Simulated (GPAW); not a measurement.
# TaN (P6_3/mmc) in GPAW: notebook

One crystal, TaN, is run at these levels: PBE, LDA, r2SCAN; tasks: band structure.

All numbers are computed with GPAW 26.7.0; they aren't measurements. Logs are shortened: lines on timing, memory, paths and dates and some standing lists are left out, and cuts for length are marked. The log counts tension as positive stress, the text compression.

## 1. The structure

Symmetry: P6_3/mmc, No. 194, hexagonal system. The conventional cell has a = 2.922 Å, b = 2.922 Å, c = 5.917 Å, α = 90.00°, β = 90.00°, γ = 120.00°. Around Ta (site symmetry -3m) lie 6 N at 2.24 Å. N (site symmetry -6m2) is surrounded by 6 Ta at 2.24 Å.

The cell comes from a database or a generator and needn't be the stable form of this composition.

## 2. Band structure, PBE

run.py

```python
from ase import Atoms
from ase.dft.bandgap import bandgap
from ase.io import write
from ase.units import GPa
from gpaw import GPAW, PW

atoms = Atoms(['Ta', 'Ta', 'N', 'N'],
              cell=[[2.9217699809, 0.0, 0.0],
                    [-1.4608849905, 2.5303270275, 0.0],
                    [0.0, 0.0, 5.916515]],
              scaled_positions=[[0.0, 0.0, 0.5],
                                [0.0, 0.0, 0.0],
                                [0.3333333333, 0.6666666667, 0.25],
                                [0.6666666667, 0.3333333333, 0.75]],
              pbc=True)

calc = GPAW(mode=PW(800),
            xc='PBE',
            kpts={'size': (10, 10, 5), 'gamma': True},
            occupations={'name': 'fermi-dirac', 'width': 0.05},
            nbands=34,
            convergence={'density': 1e-05, 'energy': 1e-05},
            maxiter=150,
            txt='gpaw.txt')
atoms.calc = calc
energy = atoms.get_potential_energy()
forces = atoms.get_forces()
stress = atoms.get_stress()
calc.write('gs.gpw')
write('result.traj', atoms)
print(f'Energy: {energy:.6f} eV')
print('Forces (eV/A):')
print(forces.round(4))
print('Stress (GPa):', (stress / GPa).round(3))
print('Fermi level:', round(calc.get_fermi_level(), 4), 'eV')
print(f'Gap: {bandgap(calc)[0]:.4f} eV, direct: {bandgap(calc, direct=True)[0]:.4f} eV')

path = atoms.cell.bandpath('GMKGALHA,LM,KH', npoints=60, eps=1e-4)
bs_calc = calc.fixed_density(kpts=path, symmetry='off', nbands=48,
                             convergence={'bands': 'CBM+6.0', 'eigenstates': 1e-6}, txt='bands.txt')
bs = bs_calc.band_structure()
bs.write('bs.json')
print(f'Gap on the path: {bandgap(bs_calc)[0]:.4f} eV')
```

Potentials or basis: GPAW PAW data sets (gpaw-data 1.2.1), pw.

The run is started by

```
OMP_NUM_THREADS=1 python run.py
```

gpaw.txt:

```text
__  _  _
 | _ |_)|_||  |
 |__||  | ||/\| - 26.7.0

Input parameters:
  mode=PW(ecut=800.0),
  convergence={'density': 1e-05, 'energy': 1e-05},
  kpts=MonkhorstPack(size=(10, 10, 5), gamma=True),
  maxiter=150,
  nbands=34,
  occupations=Occupations(name='fermi-dirac', width=0.05),
  xc=XC(name='PBE')

Diagonalizing LCAO Hamiltonian
Converting LCAO to pw mode

           N

       Ta
        N

       Ta

Atoms  # Å, Bohr magnetons
|   | symbol |         x |        y |        z |    initial magnetic moments |
|---|--------|-----------|----------|----------|-----------------------------|
| 0 |     Ta |  0.000000 | 0.000000 | 2.958258 | ( 0.0000,  0.0000,  0.0000) |
| 1 |     Ta |  0.000000 | 0.000000 | 0.000000 | ( 0.0000,  0.0000,  0.0000) |
| 2 |      N | -0.000000 | 1.686885 | 1.479129 | ( 0.0000,  0.0000,  0.0000) |
| 3 |      N |  1.460885 | 0.843442 | 4.437386 | ( 0.0000,  0.0000,  0.0000) |

Unit cell  # Å
| periodic |         x |        y |        z |  lengths |     angles |
|----------|-----------|----------|----------|----------|------------|
|      yes |  2.921770 | 0.000000 | 0.000000 | 2.921770 |  90.000000 |
|      yes | -1.460885 | 2.530327 | 0.000000 | 2.921770 |  90.000000 |
|      yes |  0.000000 | 0.000000 | 5.916515 | 5.916515 | 120.000000 |

Number of symmetries: 12
Symmetry operations  # r_c * U_cc + t_c -> r_c
|    | kind |            matrix            |
|----|------|------------------------------|
|  0 |  σ   |  1, 1, 0,  0,-1, 0,  0, 0, 1 |
|  1 |  S6  |  1, 1, 0, -1, 0, 0,  0, 0,-1 |
|  2 |  E   |  1, 0, 0,  0, 1, 0,  0, 0, 1 |
|  3 |  C2  |  1, 0, 0, -1,-1, 0,  0, 0,-1 |
|  4 |  C2  |  0, 1, 0,  1, 0, 0,  0, 0,-1 |
|  5 |  C3  |  0, 1, 0, -1,-1, 0,  0, 0, 1 |
|  6 |  S6  |  0,-1, 0,  1, 1, 0,  0, 0,-1 |
|  7 |  σ   |  0,-1, 0, -1, 0, 0,  0, 0, 1 |
|  8 |  σ   | -1, 0, 0,  1, 1, 0,  0, 0, 1 |
|  9 |  i   | -1, 0, 0,  0,-1, 0,  0, 0,-1 |
| 10 |  C3  | -1,-1, 0,  1, 0, 0,  0, 0, 1 |
| 11 |  C2  | -1,-1, 0,  0, 1, 0,  0, 0,-1 |

BZ-sampling:
  Number of BZ points: 500
  Number of IBZ points: 58

  Monkhorst-Pack size: [10, 10, 5]
  Monkhorst-Pack shift: [0.05, 0.05, 0.0]

K-points  # in reciprocal-cell coordinates
|     |                                coordinates |     weight |
|-----|--------------------------------------------|------------|
|   0 | (  0.00000000,   0.00000000,   0.00000000) | 0.00200000 |
|   1 | (  0.00000000,   0.00000000,   0.20000000) | 0.00400000 |
|   2 | (  0.00000000,   0.00000000,   0.40000000) | 0.00400000 |
|   3 | (  0.10000000,   0.00000000,  -0.40000000) | 0.01200000 |
|   4 | (  0.10000000,   0.00000000,  -0.20000000) | 0.01200000 |
|   5 | (  0.10000000,   0.00000000,   0.00000000) | 0.01200000 |
|   6 | (  0.10000000,   0.00000000,   0.20000000) | 0.01200000 |
|   7 | (  0.10000000,   0.00000000,   0.40000000) | 0.01200000 |
|   8 | (  0.20000000,  -0.10000000,   0.00000000) | 0.01200000 |
|   9 | (  0.20000000,  -0.10000000,   0.20000000) | 0.02400000 |
| ... |                                            |            |
|  57 | (  0.50000000,   0.50000000,   0.40000000) | 0.01200000 |

Plane wave coefficients: 2271
Cutoff: 800.0 eV

Spin-components: 1 (collinear spins)
Bands:           34
Projectors:      22
Spin-degeneracy: 2
Datatype:        complex128

Parallelization:
  kpt:    1
  domain: 1
  band:   1

Density:
  Valence electrons: 36.0
  Components: 1
  Grid points: [20 20 40]
  Charge: 0.0  # |e|

Potential:
  Grid points: [20 20 40]

species:
  Ta:
    name:    Tantalum
    Z:       73.0
    valence: 13
    core:    60
    charge:  0.0  # [|e|]
    compensation charges:
      type: gauss
      rc: 0.42  # [Å]
      lmax: 2
    cutoffs:
      filter: 2.36  # [Å]
      core: 3.45  # [Å]
    projectors
    | kind |    occ | energy [eV] | rcut [Å] |
    |------|--------|-------------|----------|
    |   5s |  2.000 |     -72.790 |    1.365 |
    |   6s |  2.000 |      -5.429 |    1.365 |
    |   5p |  6.000 |     -39.427 |    1.349 |
    |   6p |  0.000 |      -1.396 |    1.349 |
    |   5d |  3.000 |      -3.603 |    1.307 |
    |    d |        |      23.609 |    1.307 |

    Using partial waves for Ta as LCAO basis

  N:
    name:    Nitrogen
    Z:       7.0
    valence: 5
    core:    2
    charge:  0.0  # [|e|]
    compensation charges:
      type: gauss
      rc: 0.18  # [Å]
      lmax: 2
    cutoffs:
      filter: 1.11  # [Å]
      core: 0.96  # [Å]
    projectors
    | kind |    occ | energy [eV] | rcut [Å] |
    |------|--------|-------------|----------|
    |   2s |  2.000 |     -18.583 |    0.603 |
    |   2p |  3.000 |      -7.089 |    0.529 |
    |    s |        |       8.629 |    0.603 |
    |    p |        |      20.123 |    0.529 |
    |    d |        |       0.000 |    0.577 |

    Using partial waves for N as LCAO basis

Reference energy: -851308.325810  # eV

eigensolver:
  PPCG
  Converge bands: occupied
  niter=2

density mixing:
  MSR1-Mixer
  Pratt-step length: 0.05
  Maximum mixing coefficient: 0.75
  Old densities: 10
  SVD Regularization: 0.005
  Good broyden scale: 1.0
  Trust region scale: 1.0
  Backstep threshold: 4.0
  History deletion threshold: 6.0
  Fourier metric: weight=20.0, sigma=0.015

occupation numbers:
  Fermi-Dirac:
    width: 0.0500  # eV

poisson solver:
  ecut: 6400.0  # eV

xc functional:
  name: PBE with 2 nearest neighbor stencil

convergence criteria:
- Maximum integral of absolute [dens]ity change: 1e-05 electrons / valence electron
- Maximum [total energy] change in last 3 cyles: 1e-05 eV / valence electron
- Maximum integral of absolute [eigenst]ate change: 4e-08 eV^2 / valence electron
maximum number of iterations: 150

SCF iterations
|iter     | |      energy | eigst |  dens |
|---------|-|-------------|-------|-------|
|iter:   1| |  -43.077373 | +0.11 |       |
|iter:   2| |  -42.182262 | -2.15 | -0.98 |
|iter:   3| |  -40.281612 | -1.39 | -1.04 |
|iter:   4| |  -40.293609 | -2.91 | -1.68 |
|iter:   5| |  -40.312575 | -3.18 | -1.89 |
|iter:   6| |  -40.312476 | -4.71 | -2.84 |
|iter:   7| |  -40.312493c| -6.56 | -3.57 |
|iter:   8| |  -40.312494c| -7.28 | -4.01 |
|iter:   9| |  -40.312494c| -7.53c| -4.46 |
|iter:  10| |  -40.312494c| -7.95c| -4.81 |
|iter:  11| |  -40.312494c| -8.97c| -5.61c|

Converged in 11 steps
Energy contributions relative to reference atoms: (reference = -851308.325810)

Energy contributions:
  Kinetic:          35.124872
  Coulomb:         -37.607446
  Zero:             -0.181870
  External:          0.000000
  Xc:              -37.643016
  Entropy:          -0.010068
  Spinorbit:         0.000000
  ----------------------------
  Free energy:     -40.317528
  Extrapolated:    -40.312494

dipole moment: (-10.467538, -18.130307, -21.196519)  # |e|*Ang

Fermi level: 13.965
Eigenvalues  # (at kpt = [0.000, 0.000, 0.000])
| band index |      eig [eV] | occ [0-2] |
|------------|---------------|-----------|
|          0 |       -54.389 |     2.000 |
|        ... |               |           |
|         11 |         9.179 |     2.000 |
|         12 |         9.179 |     2.000 |
|         13 |         9.713 |     2.000 |
|         14 |        10.464 |     2.000 |
|         15 |        11.965 |     2.000 |
|         16 |        11.965 |     2.000 |
[... 8 lines left out ...]
|         25 |        19.888 |     0.000 |
|         26 |        19.888 |     0.000 |
|        ... |               |           |
|         33 |        31.056 |     0.000 |

No gap
No difference between direct/indirect transitions

Forces  # eV/Ang
|        x |        y |        z |
|----------|----------|----------|
| -0.00000 |  0.00000 |  0.00000 |  # Ta   0
|  0.00000 | -0.00000 |  0.00000 |  # Ta   1
|  0.00000 |  0.00000 |  0.00005 |  # N    2
| -0.00000 |  0.00000 | -0.00005 |  # N    3

Stress tensor  # eV/Ang^3
|        x |         y |         z |
|----------|-----------|-----------|
| 0.007424 |  0.000000 |  0.000000 |
| 0.000000 |  0.007424 | -0.000000 |
| 0.000000 | -0.000000 |  0.007777 |

# Writing to gs.gpw (mode='')
```

Wall time 1.7 min (1 thread of Arm Neoverse V2, shared host); peak memory 0.43 GiB.

Results:

```yaml
Free_energy: -40.3175 eV
Pressure: -1.2 GPa
Band_gap_along_the_path: none (metal or under the smearing width)
```

Levels at the corners of the path, in eV from the Fermi level:
| point | band 14 | band 15 | band 16 | band 17 | band 18 | band 19 | band 20 | band 21 | band 22 | band 23 |
| --- | --- | --- | --- | --- | --- | --- | --- | --- | --- | --- |
| Γ | -4.25 | -3.50 | -2.00 | -2.00 | -0.22 | -0.22 | 0.55 | 0.55 | 2.34 | 3.12 |
| M | -5.36 | -4.15 | -3.67 | -2.81 | -2.10 | 2.82 | 3.92 | 4.77 | 5.11 | 5.37 |
| K | -5.90 | -5.90 | -3.84 | 0.20 | 0.20 | 0.94 | 0.94 | 2.00 | 4.89 | 6.24 |
| Γ | -4.25 | -3.50 | -2.00 | -2.00 | -0.22 | -0.22 | 0.55 | 0.55 | 2.34 | 3.12 |
| A | -3.84 | -3.84 | -3.84 | -0.66 | -0.66 | 0.98 | 0.98 | 0.98 | 0.98 | 4.28 |
| L | -5.85 | -4.32 | -4.32 | -2.19 | -2.19 | 3.86 | 3.86 | 4.71 | 4.71 | 5.59 |
| H | -5.74 | -5.66 | -5.66 | -0.43 | -0.43 | 2.68 | 2.68 | 3.09 | 3.09 | 3.93 |
| A | -3.84 | -3.84 | -3.84 | -0.66 | -0.66 | 0.98 | 0.98 | 0.98 | 0.98 | 4.28 |
| L | -5.85 | -4.32 | -4.32 | -2.19 | -2.19 | 3.86 | 3.86 | 4.71 | 4.71 | 5.59 |
| M | -5.36 | -4.15 | -3.67 | -2.81 | -2.10 | 2.82 | 3.92 | 4.77 | 5.11 | 5.37 |
| K | -5.90 | -5.90 | -3.84 | 0.20 | 0.20 | 0.94 | 0.94 | 2.00 | 4.89 | 6.24 |
| H | -5.74 | -5.66 | -5.66 | -0.43 | -0.43 | 2.68 | 2.68 | 3.09 | 3.09 | 3.93 |

Caveat: spin-orbit coupling is left out, which moves the levels of the heavy elements.

## 3. Band structure, PBE, spin-orbit coupling, no magnetisation

run.py

```python
import numpy as np
from ase.dft.bandgap import bandgap
from ase.io import read, write
from ase.units import GPa
from gpaw import GPAW, PW
from gpaw.spinorbit import soc_eigenstates

atoms = read('POSCAR')

calc = GPAW(mode=PW(800),
            xc='PBE',
            kpts={'size': (7, 7, 4), 'gamma': True},
            occupations={'name': 'fermi-dirac', 'width': 0.05},
            nbands=34,
            convergence={'density': 1e-05, 'energy': 1e-05},
            maxiter=150,
            txt='gpaw.txt')
atoms.calc = calc
energy = atoms.get_potential_energy()
forces = atoms.get_forces()
stress = atoms.get_stress()
calc.write('gs.gpw')
write('result.traj', atoms)
print(f'Energy: {energy:.6f} eV')
print('Forces (eV/A):')
print(forces.round(4))
print('Stress (GPa):', (stress / GPa).round(3))
print('Fermi level:', round(calc.get_fermi_level(), 4), 'eV')
print(f'Gap: {bandgap(calc)[0]:.4f} eV, direct: {bandgap(calc, direct=True)[0]:.4f} eV')

path = atoms.cell.bandpath('GMKGALHA,LM,KH', npoints=60, eps=1e-4)
bs_calc = calc.fixed_density(kpts=path, symmetry='off', nbands=48,
                             convergence={'bands': 'CBM+6.0', 'eigenstates': 1e-6}, txt='bands.txt')
bs = bs_calc.band_structure()
bs.write('bs.json')
print(f'Gap on the path: {bandgap(bs_calc)[0]:.4f} eV')

soc = soc_eigenstates(bs_calc, theta=54.7, phi=45)
np.savetxt('soc_bands.dat', soc.eigenvalues(), fmt='%.4f')
mesh = soc_eigenstates('gs.gpw', theta=54.7, phi=45)
np.savetxt('soc_mesh.dat', mesh.eigenvalues(), fmt='%.4f')
print('Fermi level with spin-orbit coupling:', round(mesh.fermi_level, 4), 'eV')
```

POSCAR

```
TaN
1.0
    2.9217699809      0.0000000000      0.0000000000
   -1.4608849905      2.5303270275      0.0000000000
    0.0000000000      0.0000000000      5.9165150000
Ta N
2 2
Direct
    0.0000000000      0.0000000000      0.5000000000
    0.0000000000      0.0000000000      0.0000000000
    0.3333333333      0.6666666667      0.2500000000
    0.6666666667      0.3333333333      0.7500000000
```

Potentials or basis: GPAW PAW data sets (gpaw-data 1.2.1), pw.

The run is started by

```
OMP_NUM_THREADS=1 python run.py
```

Wall time 72 s (1 thread of Arm Neoverse V2, shared host); peak memory 0.42 GiB.

It converged, with:

```
Free energy             : -40.3120 eV
Pressure                : -1.3 GPa
Band gap along the path : none (metal or under the smearing width)
```

Stress tensor (GPa, compression positive):
```
-1.94  0.00  0.00
 0.00 -1.94  0.00
 0.00  0.00  0.12
```

Levels at the corners of the path, in eV from the Fermi level:
| point | band 33 | band 34 | band 35 | band 36 | band 37 | band 38 | band 39 | band 40 |
| --- | --- | --- | --- | --- | --- | --- | --- | --- |
| Γ | -1.85 | -1.85 | -0.45 | -0.45 | 0.13 | 0.13 | 0.62 | 0.62 |
| M | -2.69 | -2.69 | -2.03 | -2.03 | 2.89 | 2.89 | 3.91 | 3.91 |
| K | 0.18 | 0.18 | 0.33 | 0.33 | 0.91 | 0.91 | 1.18 | 1.18 |
| Γ | -1.85 | -1.85 | -0.45 | -0.45 | 0.13 | 0.13 | 0.62 | 0.62 |
| A | -0.59 | -0.59 | -0.59 | -0.59 | 0.92 | 0.92 | 0.93 | 0.93 |
| L | -2.09 | -2.09 | -2.09 | -2.09 | 3.89 | 3.89 | 3.89 | 3.89 |
| H | -0.41 | -0.41 | -0.27 | -0.27 | 2.59 | 2.59 | 2.87 | 2.87 |
| A | -0.59 | -0.59 | -0.59 | -0.59 | 0.92 | 0.92 | 0.93 | 0.93 |
| L | -2.09 | -2.09 | -2.09 | -2.09 | 3.89 | 3.89 | 3.89 | 3.89 |
| M | -2.69 | -2.69 | -2.03 | -2.03 | 2.89 | 2.89 | 3.91 | 3.91 |
| K | 0.18 | 0.18 | 0.33 | 0.33 | 0.91 | 0.91 | 1.18 | 1.18 |
| H | -0.41 | -0.41 | -0.27 | -0.27 | 2.59 | 2.59 | 2.87 | 2.87 |

Caveat: spin-orbit coupling was added after a scalar SCF, so levels and gaps hold it while energy, forces, pressure and moments don't; this program's spin-orbit splittings come out too wide for heavy elements.

(Continued in part 2 of 2.)
